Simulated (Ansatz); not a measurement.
**Be2C (Fm-3m): from strained cells to moduli**

```xyz
3
Lattice="0.0000 2.1342 2.1342 2.1342 0.0000 2.1342 2.1342 2.1342 0.0000" Properties=species:S:1:pos:R:3 pbc="T T T"
Be    1.0671    1.0671    1.0671
Be    3.2012    3.2012    3.2012
C     0.0000    0.0000    0.0000
```

Computed, not measured; unless marked otherwise by LDA, all-electron LAPW in Ansatz 0.2.0, scalar-relativistic. k mesh 10×10×10, fixed occupations, basis error target 0.5 meV/atom. The cell was relaxed by PAW under this functional, which moved its volume by -4 % from the database entry's.

The cell is cubic and carries a residual pressure of -0.12 GPa at this level. Each strain component that symmetry leaves independent is applied at ±0.005, the ions relax wherever a strain frees them, and the stress (tension positive, GPa) is read. Shears are engineering strains, γ = 2ε.

```json
{"strain": "xx", "size": "-0.005", "σxx": "-2.9425", "σyy": "0.0124", "σzz": "0.0124", "σyz": "0.0000", "σxz": "0.0000", "σxy": "0.0000"}
{"strain": "xx", "size": "+0.005", "σxx": "3.1326", "σyy": "0.2241", "σzz": "0.2241", "σyz": "0.0000", "σxz": "0.0000", "σxy": "0.0000"}
{"strain": "yz", "size": "-0.005", "σxx": "0.1205", "σyy": "0.1159", "σzz": "0.1159", "σyz": "-1.1270", "σxz": "0.0000", "σxy": "0.0000"}
{"strain": "yz", "size": "+0.005", "σxx": "0.1205", "σyy": "0.1159", "σzz": "0.1159", "σyz": "1.1270", "σxz": "0.0000", "σxy": "0.0000"}
```

A central difference gives one constant, for example C11 ≈ (3.1326 − (-2.9425))/(0.01) = 607.5 GPa; the program then imposes the crystal's symmetry on the whole matrix.

Question: What are the independent elastic constants?

Answer: C11 = 607.5, C12 = 21.2, C44 = 225.4 GPa.

Question: Do they meet the Born conditions?

Answer: C11 − C12 = 586.3, C11 + 2C12 = 649.8 and C44 = 225.4 GPa must all be positive, so the crystal is elastically stable; that says nothing yet of its phonons.

Question: What moduli does a random aggregate of grains have?

Answer: B = (C11 + 2C12)/3 = 216.6 GPa. G_V = (C11 − C12 + 3C44)/5 = 252.5 and G_R = 5(C11 − C12)C44/(4C44 + 3(C11 − C12)) = 248.4, so G_H = 250.4 GPa. Then E = 9BG/(3B + G) = 542.3 GPa, ν = (3B − 2G)/(6B + 2G) = 0.083 and B/G = 0.86, on the brittle side of Pugh's 1.75 (a rule of thumb, made for metals; it doesn't predict ductility here).

Question: With the density of 2.566 g/cm³, how fast does sound travel, and what Debye temperature follows?

Answer: 

| direction | slow (m/s) | middle (m/s) | fast (m/s) |
| --- | --- | --- | --- |
| [100] | 9373 | 9373 | 15388 |
| [110] | 9373 | 10690 | 14505 |
| [111] | 10270 | 10270 | 14198 |

The mean of v⁻³ over directions and branches gives v_m = 10764 m/s and θ_D = (ħ/k_B) v_m (6π²n)^(1/3) = 1719 K, n being atoms per volume. Young's modulus spans 502 to 606 GPa over directions, and the universal anisotropy index is 0.08.

Question: How far do the constants move if PAW replaces LAPW in the same cell?

Answer: 

```csv
constant,LAPW (GPa),PAW (GPa),difference
C11,607.5,607.3,-0.2
C12,21.2,21.4,0.2
C44,225.4,224.8,-0.6
```

Question: How far do the constants move if all-electron PAW (datasets made for the crystal) replaces LAPW in the same cell?

Answer: 

```tsv
constant	LAPW (GPa)	all-electron PAW (datasets made for the crystal) (GPa)	difference
C11	607.5	607.2	-0.3
C12	21.2	21.2	0.0
C44	225.4	225.2	-0.2
```

Question: How do the constants change if the ions are clamped to the homogeneous strain?

Answer: Clamped values, with the change against relaxed ions: C11 = 607.5 (+0.0), C12 = 21.2 (+0.0), C44 = 227.3 (+1.9) GPa.

Known limits: the frozen-core PAW files of the compared runs were fitted under PBE, their cores solved anew for this functional.
